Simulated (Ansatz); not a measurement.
# GaP (F-43m) in Ansatz: a series of runs

Runs on GaP. Level: PBE. Tasks: single point.

All numbers are computed with Ansatz 0.2.0; they aren't measurements. Logs are shortened: lines on timing, memory, paths and dates and some standing lists are left out, and cuts for length are marked.

**What was measured.**

“Stacking defects in GaP nanowires: Electronic structure and optical properties”, 2018, arxiv:1810.01194 quotes, for a bulk crystal of GaP at 10 K: band gap 2.34 eV (indirect).

The results are compared with them further down.

## 1. Starting point

The structure is cubic, space group F-43m (No. 216). Conventional cell: a = 5.451 Å, b = 5.451 Å, c = 5.451 Å, α = 90.00°, β = 90.00°, γ = 90.00°. Around Ga (site symmetry -43m) lie 4 P at 2.36 Å. P (site symmetry -43m) has 4 Ga at 2.36 Å as nearest neighbours.

## 2. Single point, PBE

input.yaml

```yaml
crystal:
  lattice:
    - [0.0, 2.72525, 2.72525]
    - [2.72525, 0.0, 2.72525]
    - [2.72525, 2.72525, 0.0]
  atoms:
    - { symbol: Ga, position: [0.0, 0.0, 0.0] }
    - { symbol: P, position: [0.75, 0.75, 0.75] }
kpoints:
  mp_grid: { grid: [8, 8, 8] }
scf:
  occupations: { method: gaussian, width: 0.017 }
hamiltonian:
  xc: pbe
  pseudopotentials: { kind: all_electron, lapw: { basis_error: 0.001 } }
output:
  forces: true
  stress: true
  eigenvalues: true
```

Potentials or basis: all-electron LAPW, scalar-relativistic.

Started as:

```console
$ ansatz run input.yaml --threads 1 --pin off --max-ram 3072MiB --backend cpu --events-out ev --progress --plain --runs-dir out
```

The program printed:

```text
Warning: RAYON_NUM_THREADS=1 ignored (pool sized by the plan → 1); use --threads N
LAPW: plane waves up to 8.540 Å⁻¹, error target 1.0e-3 eV per atom; small_component_spin mean_spin; P in spheres of 1.060 Å, 13 of its electrons in bands, Dirac shells []; Ga in spheres of 1.300 Å, 21 of its electrons in bands, Dirac shells [] (how accurate: hamiltonian.pseudopotentials.lapw.basis_error, Limitations)
Engine: ansatz 0.2.0, x86_64-unknown-linux-gnu
Pseudopotentials: kind: all_electron
Pseudopotential: Ga, LAPW, valence charge 21, lapw/all_electron/scalar/gaussian/Ga, Koelling and Harmon's equation, gaussian nucleus
Pseudopotential: P, LAPW, valence charge 13, lapw/all_electron/scalar/gaussian/P, Koelling and Harmon's equation, gaussian nucleus
Functional definition: PBE
  parameter kappa = 0.804
  parameter beta = 0.06672455060314922
  exchange = pbe_x(kappa = kappa, mu = beta*pi^2/3)
  correlation = pbe_c(beta = beta)
Crystal: 2 atoms, lattice volume = 40.481 Å³
Basis set: ecut = 277.8989088076663 eV, 411 PW (Γ), exchange–correlation at level 2
Bands: 21, of which v1, the nominal top of the filled ones, is band 17 counted from 1 (16 counted from 0)
Symmetry: 24 space group operations
Space group: F-43m (ITA 216), of the structure as read, at distance tolerance 3.4e-5 Å
k-points: 29 of 512 (time reversal used)
Non-local potential: Ga, projectors of the file, none
Non-local potential: P, projectors of the file, none
Initial density: superposition of atomic densities (chi_scale 0.1, normalization cell, long waves kept (reshape's long-wave potential 0.00 eV rms))
Initial wavefunctions: plane waves of lowest kinetic energy (no species holds an atomic orbital)
Functional: x = pbe(κ = 0.804, μ = 0.2195149727645171), c = pbe(β = 0.06672455060314922)
iter 1 solved again at ethr=2.47e-3 eV; its pass at ethr=1.00e-1 eV (dr2=8.41e-1 eV) is discarded
SCF iter   1: F=—  HF=-62209.939709 eV  |F-HF|=—  |Δ(HF+E_count)|=         —  Δρ=3.88e-2  dr2=8.42e-1  ethr=2.47e-3  ⟨swp⟩=2.0  Hψ=4154  notcnv=0
preconditioner: auto → none  [insulator: Δε(μ)=2.034 eV  Ē_g=15.010 eV  σ=0.017 eV  W_gap=1.00  n_scr=14 (ndim 8)  ℏωp=24.8 eV  f_vac=0.017  D(μ)=0.00/eV (n_scr^D=0)  ε∞_Penn≈3.7]
iter 2 solved again at ethr=2.36e-4 eV; its pass at ethr=2.47e-3 eV (dr2=8.03e-2 eV) is discarded
SCF iter   2: F=—  HF=-62209.698363 eV  |F-HF|=—  |Δ(HF+E_count)|=   2.41e-1  Δρ=1.53e-2  dr2=8.02e-2  ethr=2.36e-4  ⟨swp⟩=2.0  Hψ=3174  notcnv=0
SCF iter   3: F=—  HF=-62209.676769 eV  |F-HF|=—  |Δ(HF+E_count)|=   2.16e-2  Δρ=7.02e-3  dr2=1.57e-2  ethr=2.36e-4  ⟨swp⟩=2.0  Hψ=1781  notcnv=0
SCF iter   4: F=—  HF=-62209.673586 eV  |F-HF|=—  |Δ(HF+E_count)|=         —  Δρ=1.97e-3  dr2=1.47e-3  ethr=4.62e-5  ⟨swp⟩=2.0  Hψ=1781  notcnv=0
the basis was enlarged: its passes take 254.7 KiB over the memory plan, 1 of 1 planned eigensolver slots
SCF iter   5: F=—  HF=-62209.672920 eV  |F-HF|=—  |Δ(HF+E_count)|=   6.66e-4  Δρ=3.01e-4  dr2=2.43e-5  ethr=4.32e-6  ⟨swp⟩=2.0  Hψ=1755  notcnv=0
SCF iter   6: F=—  HF=-62209.672962 eV  |F-HF|=—  |Δ(HF+E_count)|=   4.16e-5  Δρ=4.70e-5  dr2=6.06e-7  ethr=7.14e-8  ⟨swp⟩=3.0  Hψ=1790  notcnv=0
SCF iter   7: F=-62209.672963 eV  HF=-62209.672963 eV  |F-HF|=1.11e-8  |Δ(HF+E_count)|=   1.49e-6  Δρ=4.43e-6  dr2=9.85e-9  ethr=1.78e-9  ⟨swp⟩=3.0  Hψ=1782  notcnv=0
SCF 1 converged in 7 iterations: F = -62209.672963 eV  dr2 = 9.85e-9
SCF converged after 7 iterations
Free energy (F): -62209.672963 eV
Harris-Foulkes:  -62209.672963 eV  (|F-HF|=1.11e-8)
Internal energy: -62209.672963 eV  (E = F + TS)
E sigma→0 (E₀):  -62209.672963 eV
Fermi energy:    9.351387 eV
--- Per-component energies (eV) ---
  E_band       = -1791.533773
  E_kinetic    = 63284.590899
  E_xc         = -2691.899901
  E_electrostatic = -122802.363962  (all electrons and nuclei)
  E_smearing   = -0.000000  (= −TS)
  E_closure    = 0.000000  (closes the sum)
  E_atoms      = -62200.568823  (free atoms, spherical and without spin; not in F)
  Σ components = -62209.672963   (vs F -62209.672963, Δ=0.00e0)
  Basis errors (estimates in eV, not in F): energy 4.4e-4 per atom: plane waves 4.1e-4 (2.4e-4 summed), levels above the bands 0.0e0, relativity 2.1e-8, radial functions 3.3e-5, core shells 1.7e-11; eigenvalues (radial functions only) 9.0e-7; not estimated: angular momenta, meshes, grids; target (lapw.basis_error) 1.0e-3; muffin-tin radii P 1.060 Å, Ga 1.300 Å
--- Forces (eV/Å), atoms counted from 1 ---
  atom   1  Ga     0.00000000    -0.00000000     0.00000000
  atom   2  P     -0.00000000     0.00000000    -0.00000000
  max |Σ_I F_I| component: 2.31e-17 eV/Å
--- Stress (GPa, compression-positive) ---
        2.484490       0.000000      -0.000000
        0.000000       2.484490       0.000000
       -0.000000       0.000000       2.484490
  P = ⅓ Tr σ = 2.4845 GPa (24.845 kbar)
--- Band table (eV; the first three rows and the last of 29) ---
  k-point 0: bands = ["-159.2155", "-134.8002", "-109.6904", "-109.6904", "-109.6904", "-85.5317", "-85.5317", "-85.5317", "-5.9960", "-5.9960", "-5.9960", "-5.8970", "-5.8970", "-3.9627", "8.5292", "8.5292", "8.5292", "10.3597", "12.4178", "12.4178", "12.4178"]
  k-point 1: bands = ["-159.2155", "-134.8002", "-109.6904", "-109.6904", "-109.6904", "-85.5317", "-85.5317", "-85.5317", "-6.0100", "-5.9912", "-5.9912", "-5.8970", "-5.8970", "-3.7600", "6.9025", "8.2997", "8.2997", "10.9837", "12.7669", "12.7669", "12.9987"]
  k-point 2: bands = ["-159.2155", "-134.8002", "-109.6904", "-109.6904", "-109.6904", "-85.5317", "-85.5317", "-85.5317", "-6.0406", "-5.9812", "-5.9812", "-5.8957", "-5.8957", "-3.1861", "4.6560", "7.8672", "7.8672", "10.6896", "13.2722", "13.2722", "14.8784"]
  k-point 28: bands = ["-159.2155", "-134.8002", "-109.6904", "-109.6904", "-109.6903", "-85.5317", "-85.5317", "-85.5317", "-6.0958", "-5.9572", "-5.9362", "-5.9120", "-5.8882", "-0.9042", "1.9843", "4.9561", "5.1110", "13.2318", "13.3958", "14.6352", "14.6765"]
```

It took 19 s on 1 thread of Intel Xeon at 2.50GHz (Skylake/Cascade Lake), shared host; peak memory 0.29 GiB.

What came out:

```
Free energy            : -62209.6730 eV
Pressure               : 2.5 GPa
Band gap on the k mesh : 1.64 eV, indirect (least direct gap 1.83 eV)
```

## 3. Single point, PBE

Edit input.yaml of step 2 so:

```diff
@@ -11,3 +11,3 @@
 scf:
-  occupations: { method: gaussian, width: 0.017 }
+  occupations: { method: gaussian, width: 0.028 }
 hamiltonian:
```

Potentials or basis: all-electron LAPW, scalar-relativistic.

Started as:

```console
$ ansatz run input.yaml --threads 1 --pin off --max-ram 3072MiB --backend cpu --events-out ev --progress --plain --runs-dir out
```

Run time: 20 s. Hardware: 1 thread of Intel Xeon at 2.50GHz (Skylake/Cascade Lake), shared host; peak memory 0.29 GiB.

Results (log left out):

```
Free energy            : -62209.6730 eV
Pressure               : 2.5 GPa
Band gap on the k mesh : 1.64 eV, indirect (least direct gap 1.83 eV)
```

Levels at points of the mesh, in eV from the valence-band top:
| k point | band 14 | band 15 | band 16 | band 17 | band 18 | band 19 | band 20 | band 21 |
| --- | --- | --- | --- | --- | --- | --- | --- | --- |
| (0.00, 0.00, 0.00) | -12.49 | 0.00 | 0.00 | 0.00 | 1.83 | 3.89 | 3.89 | 3.89 |
| (0.00, 0.00, -0.50) | -10.42 | -6.63 | -1.12 | -1.12 | 1.68 | 4.72 | 4.72 | 8.28 |
| (0.00, -0.50, -0.50) | -9.53 | -6.75 | -2.68 | -2.68 | 1.66 | 1.83 | 10.58 | 10.58 |

## 4. Comparison with measurements

Step 2. Against the measured gap of GaP, 2.34 eV (indirect; 10 K; quoted in “Stacking defects in GaP nanowires: Electronic structure and optical properties”, 2018, arxiv:1810.01194), the calculated 1.64 eV is off by -0.70 eV. Spin-orbit coupling on Ga is left out. The value is that of PBE on a finite k mesh, which can miss the band edges, without temperature or zero-point motion. Semilocal functionals fall short of measured gaps as a rule.

Step 3. Measured gap of GaP: 2.34 eV (indirect; 10 K; quoted in “Stacking defects in GaP nanowires: Electronic structure and optical properties”, 2018, arxiv:1810.01194). This calculation gives 1.64 eV (-0.70 eV). Spin-orbit coupling on Ga is left out. The value is that of PBE on a finite k mesh, which can miss the band edges, without temperature or zero-point motion. Semilocal functionals fall short of measured gaps as a rule.
